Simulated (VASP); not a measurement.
Set up this calculation in VASP 6.6.1, as the native input.

```
Task                   : relaxation of cell and atoms
Functional             : PBE
Potentials or basis    : VASP PAW PBE potentials, release 64 (Rh_pv)
Cutoff                 : 600 eV
k mesh                 : 19 × 19 × 19
Occupations            : fermi-dirac, width 0.05 eV
Spin                   : no spin polarisation
Dipole correction      : no
Further INCAR settings : ALGO = Normal; EDIFF = 1e-06; IBRION = 2; EDIFFG = -0.005; NSW = 45; ISIF = 3
```

The structure of Rh lies in POSCAR:

```
Rh
1.0
   -1.5352343137      1.5352343137      1.5352343137
    1.5352343137     -1.5352343137      1.5352343137
    1.5352343137      1.5352343137     -1.5352343137
Rh
1
Direct
    0.0000000000      0.0000000000      0.0000000000
```

This isn't the form of Rh at room conditions, which is fcc.

These files were run (other wordings do the same):

INCAR

```
SYSTEM = Rh
  PREC = Accurate
  ENCUT = 600
  EDIFF = 1E-6
  ISMEAR = -1
  SIGMA = 0.05
  LREAL = .False.
  LASPH = .True.
  NELM = 100
  ALGO = Normal
  ISIF = 3
  LWAVE = .False.
  LCHARG = .False.
  GGA = PE
  IBRION = 2
  NSW = 45
  EDIFFG = -0.005
```

KPOINTS

```
Automatic mesh
0
Gamma
  19 19 19
  0 0 0
```

Potentials or basis: VASP PAW PBE potentials, release 64 (Rh_pv).

Command:

```bash
$ cat potpaw_PBE.64/Rh_pv/POTCAR > POTCAR
$ mpirun -np 1 vasp_std > vasp.out
```

Results of the run:

```
Relaxed volume                         : 14.47 Å³/atom
Relaxed cell                           : a = 2.659 Å, b = 2.659 Å, c = 2.659 Å, α = 109.47°, β = 109.47°, γ = 109.47°
Space group after relaxing (to 0.05 Å) : Im-3m (No. 229)
Energy gained by relaxing              : 0.0 meV/atom
Ionic steps                            : 3
Pressure after relaxing                : 0.0 GPa
Band gap on the k mesh                 : none (metal or under the smearing width)
```

Wall time 37 s on 1 thread of Intel(R) Xeon(R) Platinum 8259CL CPU @ 2.50GHz (Skylake/Cascade Lake), with other jobs on the host, peak memory 0.17 GiB.
